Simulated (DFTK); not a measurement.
The system is TiB2.

```xyz
3
Lattice="3.0292 0.0000 0.0000 -1.5146 2.6234 0.0000 0.0000 0.0000 3.2284" Properties=species:S:1:pos:R:3 pbc="T T T"
Ti    0.0000    0.0000    0.0000
B     1.5146    0.8745    1.6142
B     0.0000    1.7489    1.6142
```

```yaml
Program: DFTK 0.8.2
Task: single point
Functional: PBEsol
Potentials_or_basis: dojo.nc.sr.pbesol.v0_4_1.standard.upf (PBEsol)
Cutoff: 1143 eV
k_mesh: 10 × 10 × 8
Occupations: fermi-dirac, width 0.05 eV
Spin: no spin polarisation
```

On this cell: pressure -4.7 GPa; largest force under 0.003 eV/Å; band gap on the k mesh none (metal or under the smearing width).

The same run follows on a disturbed copy (atoms moved at random, drawn with an rms of 0.05 Å):

```
Ti B
1.0
     3.02920    0.00000    0.00000
    -1.51460    2.62336    0.00000
     0.00000    0.00000    3.22840
Ti B
1 2
Direct
  0.99663 0.98608 0.98473
  0.65640 0.31348 0.50274
  0.33149 0.66649 0.49409
```

Problem. What changes?

Solution. The energy (extrapolated to zero smearing) moves by +13.2 meV/atom; pressure -4.1 GPa; largest force 0.960 eV/Å; band gap on the k mesh none (metal or under the smearing width).

Forces on the atoms (eV/Å):
```
Ti  -0.204  0.139  0.622
B    0.044  0.794 -0.464
B    0.160 -0.933 -0.158
```

Stress tensor (GPa, compression positive):
```
-4.59  0.06 -0.16
 0.06 -1.59  0.09
-0.16  0.09 -6.07
```
